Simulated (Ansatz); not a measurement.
**Ti₃Al: a line through an energy map**

An exercise on one series of results from a longer session: the logs are not shown, and one member is left open.

Program: Ansatz 0.2.0. Level of theory: DFT PBE, scalar-relativistic, plane waves, PAW. These are calculated values, not measurements.

17 further runs of the same task are left out: 17 set aside as unsound or not needed.

**Starting point**

The structure is hexagonal, space group P-6m2 (No. 187). Conventional cell: a = 2.930 Å, b = 2.930 Å, c = 9.232 Å, α = 90.00°, β = 90.00°, γ = 120.00°. Around Ti (site symmetry -6m2) lie 12 Ti at 2.86 to 2.93 Å. Ti (site symmetry 3m) has 9 Ti at 2.86 to 2.93 Å and 3 Al at 2.86 Å as nearest neighbours. Around Al (site symmetry -6m2) lie 6 Ti at 2.86 Å and 6 Al at 2.93 Å.

Structure file:

```cif
data_structure
_symmetry_space_group_name_H-M 'P 1'
_symmetry_Int_Tables_number 1
_cell_length_a 2.9297
_cell_length_b 2.9297
_cell_length_c 9.2315
_cell_angle_alpha 90.000
_cell_angle_beta 90.000
_cell_angle_gamma 120.000
_cell_volume 68.62
loop_
_atom_site_label
_atom_site_type_symbol
_atom_site_fract_x
_atom_site_fract_y
_atom_site_fract_z
_atom_site_occupancy
Ti1 Ti 0.66667 0.33333 0.00000 1
Ti2 Ti 0.33333 0.66667 0.75046 1
Ti3 Ti 0.33333 0.66667 0.24954 1
Al1 Al 0.66667 0.33333 0.50000 1
```

It goes back to an entry of the Materials Project, which need not be the stable form.

This cell was relaxed beforehand with the same method: volume 17.16 Å³/atom, gap on the mesh none (metal).

**Plan of the line**

The energy is mapped over volume and the cell's shape.

The axes are (1) volume per atom: 7 values from 15.78 to 18.53 Å³; (2) c/a of the conventional cell: 7 values from 2.627 to 3.780.

Nothing else is relaxed (fractional coordinates fixed). Energies count from the relaxed crystal. Points are written as (first, second).

The first run:

File input.yaml:

```yaml
crystal:
  lattice:
    - [2.7883912112, 0.0, 0.0]
    - [-1.3941956056, 2.4148176246, 0.0]
    - [0.0, 0.0, 9.9194228948]
  atoms:
    - { symbol: Ti, position: [0.6666666667, 0.3333333333, 0.0] }
    - { symbol: Ti, position: [0.3333333333, 0.6666666667, 0.75045757] }
    - { symbol: Ti, position: [0.3333333333, 0.6666666667, 0.24954243] }
    - { symbol: Al, position: [0.6666666667, 0.3333333333, 0.5] }
basis:
  ecutwfc: 520.0
kpoints:
  mp_grid: { grid: [18, 18, 6] }
hamiltonian:
  xc: pbe
  pseudopotentials: { kind: paw, azcp: { folder: soft_1 } }
scf:
  occupations: { method: gaussian, width: 0.15 }
output:
  forces: true
  stress: true
  eigenvalues: true
```

On the command line:

```sh
> ansatz run input.yaml --threads 2 --pin off --max-ram 4096MiB --backend cpu --events-out ev --progress --plain --runs-dir out
```

Among the steps run: Grid point (16.70 Å³, 3.557); Grid point (17.16 Å³, 3.557); The run at (17.61 Å³, 3.557); Grid point (18.07 Å³, 3.557); Point (18.53 Å³, 3.557).

One table of the session follows, with a row left open; its other results are not shown here.

| volume per atom (Å³) | energy (meV/atom) | slope (meV/atom per Å³) | pressure (GPa) | largest force on an atom (eV/Å) |
| --- | --- | --- | --- | --- |
| 15.78 | 111 | −63 | 10.0 | 0.46 |
| 16.24 | 88 | −39 | 6.2 | 0.41 |
| 16.70 | ? | ? | ? | ? |
| 17.16 | 71 | 1 | −0.1 | 0.31 |
| 17.61 | 75 | 17 | −2.7 | 0.27 |
| 18.07 | 86 | 31 | −5.0 | 0.23 |
| 18.53 | 104 | 44 | −7.1 | 0.19 |

Q: Estimate the row for volume per atom (Å³) = 16.70 from the others.

Worked estimate for «energy (meV/atom)». A straight line through the neighbours (16.24, 88) and (17.16, 71) gives 88 + (71 − 88) × (16.70 − 16.24) / (17.16 − 16.24) = 80; a parabola fitted to 4 rows on both sides gives 75.

**Answer.** energy (meV/atom): 75; slope (meV/atom per Å³): −18; pressure (GPa): 2.9; largest force on an atom (eV/Å): 0.36. In «energy (meV/atom)» the line misses by +5 and the parabola by +0.

Energies count from the relaxed crystal. Rows without a step come from runs not printed here or follow by symmetry. Slopes come from the forces (and the stress, where the cell changes), not from differences of energies.

What this shows: Along the line the energy is lowest at 17.16 Å³, 71 meV/atom from the zero. V·d²E/dV² there is about 110 GPa, a bulk modulus under this line's constraint. The highest point computed, at 15.78 Å³, lies 40 meV/atom above the lowest.
